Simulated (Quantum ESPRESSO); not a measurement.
## Pb under changes of volume

One of the cells (31.034 Å³/atom); the others are scaled copies at fixed shape and fractional positions:

```
Pb
1.0
    -1.97966    1.97966    1.97966
     1.97966   -1.97966    1.97966
     1.97966    1.97966   -1.97966
Pb
1
Cartesian
  0.0000 0.0000 0.0000
```

This isn't the form of Pb at room conditions, which is fcc.

| Property | Result |
| --- | --- |
| Program | Quantum ESPRESSO 7.5 |
| Functional | r2SCAN |
| Potentials or basis | SG15 PBE 1.2 |
| Cutoff | 762 eV |
| Density cutoff | 3048 eV |
| k mesh | 7 × 7 × 7 |
| Occupations | fermi-dirac, width 0.05 eV |
| Spin | no spin polarisation |

```tsv
volume (Å³/atom)	energy over the lowest point (meV/atom)	pressure (GPa)
29.172	0.00	0.5
29.792	0.37	-0.6
30.413	4.82	-1.6
31.034	12.84	-2.5
31.654	23.97	-3.2
32.275	37.77	-3.8
32.896	?	?
```

Q: What does the run at 32.896 Å³/atom give?

A: Energy over the lowest point 53.86 meV/atom; pressure -4.3 GPa.

Worked out: A Birch-Murnaghan fit of order 3 (a polynomial in V^(-2/3)) to the other rows has its minimum at 29.43 Å³/atom with B0 = V·E''(V) = 54 GPa and B' = 5.6. It gives 53.92 meV/atom at 32.896 Å³/atom, against the run's 53.86, and -dE/dV = -4.4 GPa, against -4.3.

Energies are extrapolated to zero smearing.

Caveats: the potentials were made for another functional, which shifts forces and pressure.
